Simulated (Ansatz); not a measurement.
The system is Cr.

```xyz
2
Lattice="2.7140 0.0000 0.0000 -1.3570 2.3504 0.0000 0.0000 0.0000 4.4100" Properties=species:S:1:pos:R:3 pbc="T T T"
Cr    1.3570    0.7835    3.3075
Cr    0.0000    1.5669    1.1025
```

This isn't the form of Cr at room conditions, which is bcc.

A run of Ansatz 0.2.0 on this cell left the log below. Logs are shortened: lines on timing, memory, paths and dates and some standing lists are left out, and cuts for length are marked.

```text
Warning: RAYON_NUM_THREADS=2 ignored (pool sized by the plan → 2); use --threads N
Engine: ansatz 0.2.0, aarch64-unknown-linux-gnu
Pseudopotentials: kind: paw
Pseudopotential: Cr, paw, valence charge 14, recommended cutoff 420 eV (normal), Cr.paw.azcp
Functional definition: revPBE
  parameter kappa = 1.245
  parameter beta = 0.06672455060314922
  exchange = pbe_x(kappa = kappa, mu = beta*pi^2/3)
  correlation = pbe_c(beta = beta)
Crystal: 2 atoms, lattice volume = 28.131 Å³
Basis set: ecut = 420 eV, 549 PW (Γ), exchange–correlation on 40×40×60 points (8 copies of the dense FFT grid, shifted against one another)
Bands: 21, of which v1, the nominal top of the filled ones, is band 14 counted from 1 (13 counted from 0)
Symmetry: 24 space group operations
Space group: P63/mmc (ITA 194), of the structure as read, at distance tolerance 3.0e-5 Å
Magnetic group: BNS 194.263 (UNI 1493), of the structure as read, at distance tolerance 3.0e-5 Å
k-points: 30 of 320
Non-local potential: Cr, projectors of the file, l = 0: 3, l = 1: 2, l = 2: 3, l = 3: 1
PAW form: soft (Blöchl's): semilocal exchange-correlation on the pseudo side does not see the compensation charge
PAW frozen core: Cr, regenerated for the run's functional, and the local potential with it (the file was generated under x = pbe(κ = 0.804, μ = 0.2195149727645171), c = pbe(β = 0.06672455060314922))
PAW one-centre angular grid: Cr, 590 points (default); XC on 64 Gauss nodes
Initial density: superposition of atomic densities (chi_scale 0.1, normalization cell)
Starting moments: Σ|m| = 6 μB on 2 of 2 sites
Initial wavefunctions: pseudopotential atomic-orbital guess
Functional: x = revpbe(κ = 1.245, μ = 0.2195149727645171), c = pbe(β = 0.06672455060314922)
SCF iter   1: F=—  HF=-6761.938311 eV  |F-HF|=—  |Δ(HF+E_count)|=         —  Δρ=1.44e-1 (↑1.44e-1 ↓4.91e-2)  dr2=7.98e0  dr2_m=9.56e-1  M=4.306 μB ∫|m|=4.307 μB  β_m=0.30  ethr=3.10e-3  ⟨swp⟩=3.7  Hψ=4401  notcnv=0
Mixer restart at iter 1: flushing history
preconditioner: auto → none  [metal: Δε(μ)=0.043 eV  Ē_g=6.073 eV  σ=0.050 eV  W_gap=0.21  n_scr=8 (ndim 8)  ℏωp=24.3 eV  f_vac=0.000  D(μ)=1.88/eV (n_scr^D=22)  sad-step TF]
SCF iter   2: F=—  HF=-6760.684670 eV  |F-HF|=—  |Δ(HF+E_count)|=    1.25e0  Δρ=7.99e-2 (↑7.99e-2 ↓3.23e-2)  dr2=2.57e0  dr2_m=3.63e-1  M=4.254 μB ∫|m|=4.255 μB  β_m=0.47  ethr=3.10e-3  ⟨swp⟩=2.4  Hψ=2777  notcnv=0  defer=40
SCF iter   3: F=—  HF=-6760.431611 eV  |F-HF|=—  |Δ(HF+E_count)|=   2.53e-1  Δρ=1.73e-2 (↑1.73e-2 ↓1.63e-2)  dr2=6.76e-2  dr2_m=4.57e-2  M=4.037 μB ∫|m|=4.042 μB  β_m=0.69  ethr=3.10e-3  ⟨swp⟩=2.5  Hψ=2383  notcnv=0  defer=40
[... 159 lines left out ...]
Entropy (-TS):   -0.030476 eV (-15.238 meV/atom)
Fermi energy:    18.423053 eV
--- Per-component energies (eV) ---
  E_band       = -310.314866
  E_kinetic    = 686.158063
  E_local      = -2443.455833  (includes V_loc(G=0)·N_el)
  E_nonlocal   = 156.641413
  E_hartree    = 1062.910788
  E_xc         = -279.812201
  E_vxc        = -356.581108  (∫ρ·V_xc dr)
  E_paw        = -2396.586838  (= ΣΔE_a)
  E_vpaw       = -478.899845  (= ΣTr[D̂ρ^β])
  E_aug_tail   = 0.000823  (compensation charges beyond the density's cutoff)
  E_ewald      = -3546.838289
  E_core_change = -0.072849  (= ΣΔE_core)
  E_smearing   = -0.030476  (= −TS)
  E_closure    = 0.000000  (closes the sum)
  Σ components = -6761.085399   (vs F -6761.085399, Δ=0.00e0)
--- Forces (eV/Å), atoms counted from 1 ---
  atom   1  Cr     0.00000000    -0.00000000     0.00000000
  atom   2  Cr     0.00000000     0.00000000     0.00000000
  max |Σ_I F_I| component: 3.47e-18 eV/Å
--- Stress (GPa, compression-positive) ---
        0.001412       0.000000       0.000000
        0.000000       0.001412       0.000000
        0.000000       0.000000       0.005316
  P = ⅓ Tr σ = 0.0027 GPa (0.027 kbar)
--- Band table (eV; the first three rows and the last of 60) ---
  k-point 0 ↑: bands = ["-53.2869", "-53.1774", "-24.8875", "-24.2589", "-24.0623", "-24.0623", "-24.0029", "-24.0029", "10.7946", "14.3279", "17.1480", "17.9978", "18.0521", "18.0521", "18.3717", "18.3717", "19.4572", "19.4572", "20.5356", "20.5356", "26.2432"]
  k-point 1 ↑: bands = ["-53.2765", "-53.1879", "-24.8289", "-24.3205", "-24.0566", "-24.0566", "-24.0085", "-24.0085", "11.1401", "14.1371", "17.0425", "17.4061", "18.0277", "18.0277", "18.2970", "18.2970", "19.6216", "19.6216", "20.4856", "20.4856", "27.5219"]
  k-point 2 ↑: bands = ["-53.2493", "-53.2154", "-24.6742", "-24.4801", "-24.0418", "-24.0418", "-24.0234", "-24.0234", "12.0915", "13.3187", "16.7935", "16.8209", "18.0359", "18.0359", "18.1438", "18.1438", "19.9749", "19.9749", "20.3014", "20.3014", "30.3599"]
  k-point 29 ↓: bands = ["-53.0640", "-53.0594", "-24.7573", "-24.7366", "-24.5375", "-24.4992", "-24.3481", "-24.3274", "15.4838", "15.7984", "16.3928", "16.7140", "17.0434", "17.4918", "18.7742", "19.1012", "20.4268", "20.6323", "25.2436", "25.6107", "28.3869"]
--- Relaxed structure (7 steps of the walk, 7 accepted, 2 SCFs on fresh bases) ---
  F+E_penalty+E_count = -6761.08539934 eV   max|allowed force component| = 3.469e-18 eV/Å   (the final SCF, on the basis selected at the relaxed cell)
  cell:  # Å, volume = 24.1772 Å³
    - [2.4956780720572858, 0.0, 0.0]
    - [-1.2478390360286429, 2.1613206100693803, 0.0]
    - [0.0, 0.0, 4.4822663117578285]
  atoms:
    - { symbol: Cr, position: [0.6666666666666666, 0.3333333333333333, 0.75] }
    - { symbol: Cr, position: [0.3333333333333333, 0.6666666666666666, 0.24999999999999997] }
```

Problem. Write the input and the command behind it.

Solution. Relaxation of cell and atoms with revPBE, collinear spin, ferromagnetic start. The files as run (others can give the same):

input.yaml
```yaml
crystal:
  lattice:
    - [2.714, 0.0, 0.0]
    - [-1.357, 2.3503929459, 0.0]
    - [0.0, 0.0, 4.41]
  atoms:
    - { symbol: Cr, position: [0.6666666667, 0.3333333333, 0.75], spin: 3.0 }
    - { symbol: Cr, position: [0.3333333333, 0.6666666667, 0.25], spin: 3.0 }
hamiltonian:
  xc: revpbe
  pseudopotentials: { kind: paw }
magnetization:
  spin_polarized: true
kpoints:
  mp_grid: { grid: [8, 8, 5] }
scf:
  occupations: { method: fermi_dirac, width: 0.05 }
output:
  forces: true
  stress: true
  eigenvalues: true
  write_density: true
  write_potential: true
  elf: true
  volumetric_format: npy
relax:
  f_tol: 0.01
  max_steps: 40
  cell: { stress_tol: 0.05 }
```

Potentials or basis: Ansatz PAW.
The run is started by
```bash
$ ansatz run input.yaml --threads 2 --pin off --max-ram 5632MiB --backend cpu --events-out ev --progress --plain --runs-dir out
```

Caveat: the starting moments collapsed, and a magnetic state may lie lower; the plane-wave basis is chosen anew once the cell has moved, so the energies of steps on either side of that aren't comparable; the PAW data sets come from PBE, with cores solved anew for the run's functional, which leaves a small shift of forces and pressure; the starting moments weren't kept.
